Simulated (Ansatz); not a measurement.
# HgTe: band gap under strain

How does strain move the band edges of HgTe built on the zincblende prototype, and do the functionals agree on it? States: +2.0 % biaxial strain in x and y, free along z; +3.0 % biaxial strain in x and y, free along z; +4.0 % biaxial strain in x and y, free along z.

Code: Ansatz 0.2.0. PAW datasets, plane waves. The values are computed, spin-unpolarised, and not measurements.

## (1) The system as given

The unstrained cell was relaxed with r2SCAN; in each strained cell the atoms were relaxed again with r2SCAN. Names of k-points are those of the unstrained zone, where strain can split equivalent points. First state: +2.0 % biaxial strain in x and y, free along z.

The symmetry is I-4m2 (No. 119, tetragonal); a = 4.745 Å, c = 6.380 Å in the conventional setting, 35.90 Å³ an atom. Hg has 4 Te at 2.86 Å; Te has 4 Hg at 2.86 Å.

The structure in full:

```xyz
2
Lattice="0.0000 3.3549 3.1898 3.3549 0.0000 3.1898 3.3549 3.3549 0.0000" Properties=species:S:1:pos:R:3 pbc="T T T"
Hg    0.0000    0.0000    0.0000
Te    1.6775    1.6775    1.5949
```

From earlier runs on the unstrained cell: PBE 0.00 eV, r2SCAN 0.00 eV, HSE06 0.00 eV, r2SCAN+SOC 0.00 eV; a = 6.578 Å.

## (2) +2.0 % biaxial strain in x and y, free along z: PBE

Input file input.yaml:

```yaml
crystal:
  lattice:
    - [0.0, 3.354941044, 3.1897659873]
    - [3.354941044, 0.0, 3.1897659873]
    - [3.354941044, 3.354941044, 0.0]
  atoms:
    - { symbol: Hg, position: [0.0, 0.0, 0.0] }
    - { symbol: Te, position: [0.25, 0.25, 0.25] }
kpoints:
  mp_grid: { grid: [6, 6, 6] }
  band_path:
    path:
      - [0.0, 0.0, 0.0]
      - [-0.5, -0.5, 0.0]
      - [-0.375, -0.375, 0.25]
      - [-0.375, 0.0, 0.375]
      - [0.0, 0.0, 0.5]
      - [-0.5, -0.25, 0.25]
      - [-0.02889, 0.0, -0.02889]
    npoints: 1
hamiltonian:
  xc: pbe
scf:
  occupations: { method: fermi_dirac, width: 0.02 }
  n_extra_bands: 4
output:
  forces: true
  stress: true
  eigenvalues: true
```

Run with:

```sh
$ ansatz run input.yaml --threads 2 --pin off --max-ram 18432MiB --backend cpu --events-out ev --progress --plain --runs-dir out
```

After this run come: +2.0 % biaxial strain in x and y, free along z: r2SCAN; +2.0 % biaxial strain in x and y, free along z: HSE06; +2.0 % biaxial strain in x and y, free along z: r2SCAN+SOC; +3.0 % biaxial strain in x and y, free along z: PBE; +3.0 % biaxial strain in x and y, free along z: r2SCAN; +3.0 % biaxial strain in x and y, free along z: HSE06; +3.0 % biaxial strain in x and y, free along z: r2SCAN+SOC; +4.0 % biaxial strain in x and y, free along z: PBE; +4.0 % biaxial strain in x and y, free along z: r2SCAN; +4.0 % biaxial strain in x and y, free along z: HSE06; +4.0 % biaxial strain in x and y, free along z: r2SCAN+SOC.

**Question.** What will these runs give?

**Answer**, as computed:

Least gap in eV (negative: overlap), with the change from the unstrained cell in brackets:

| state | volume change (%) | PBE | r2SCAN | HSE06 |
| --- | --- | --- | --- | --- |
| +2.0 % biaxial strain in x and y, free along z | +0.9 | 0.00 (+0.00) | 0.02 (+0.02) | 0.03 (+0.03) |
| +3.0 % biaxial strain in x and y, free along z | +1.3 | 0.00 (+0.00) | 0.03 (+0.03) | 0.04 (+0.04) |
| +4.0 % biaxial strain in x and y, free along z | +1.8 | 0.00 (+0.00) | 0.04 (+0.04) | 0.05 (+0.05) |

In words: With HSE06, of the states in the table +4.0 % biaxial strain in x and y, free along z shifts the gap most, by +0.047 eV. PBE and HSE06 differ by 0.00 eV on the unstrained gap, and by at most 0.05 eV on its change. Spin-orbit coupling is left out of the table, though the cell holds Hg (Z = 80); in an element this heavy it can shift bands and gaps by tenths of an eV.
